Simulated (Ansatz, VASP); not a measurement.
**CdSe (Cadmoselite) in VASP and in Ansatz**

```
Cd Se
1.0
     4.34008    0.00000    0.00000
    -2.17004    3.75862    0.00000
     0.00000    0.00000    7.07755
Cd Se
2 2
Direct
  0.33333 0.66667 0.00453
  0.66667 0.33333 0.50453
  0.33333 0.66667 0.38047
  0.66667 0.33333 0.88047
```

Alike in both runs: task single point; functional r2SCAN; k mesh 9 × 9 × 4; occupations gaussian, width 0.02 eV; no spin polarisation.

|  | VASP | Ansatz |
| --- | --- | --- |
| version | VASP 6.6.1 | Ansatz 0.2.0 |
| potentials or method | VASP PAW PBE potentials, release 64 (Cd, Se) | scalar-relativistic, plane waves, PAW |
| plane-wave cutoff (eV) | 520 | 500 |
| valence electrons in the cell | 36 | 72 |

|  | VASP | Ansatz | Ansatz less VASP |
| --- | --- | --- | --- |
| gap on the k mesh at the Fermi level (eV) | 1.09 | 1.11 | +0.011 |
| least direct gap on the mesh (eV) | 1.09 | 1.11 | +0.011 |

With one functional, cell and mesh, what is left measures potentials, basis and numerics. The two sets of potentials don't hold the same shells in valence.

Caveats: the PAW data sets were made with another functional, which shifts forces and pressure a little (VASP). r2SCAN opens gaps a little over a GGA but as a rule still falls short of measured ones.
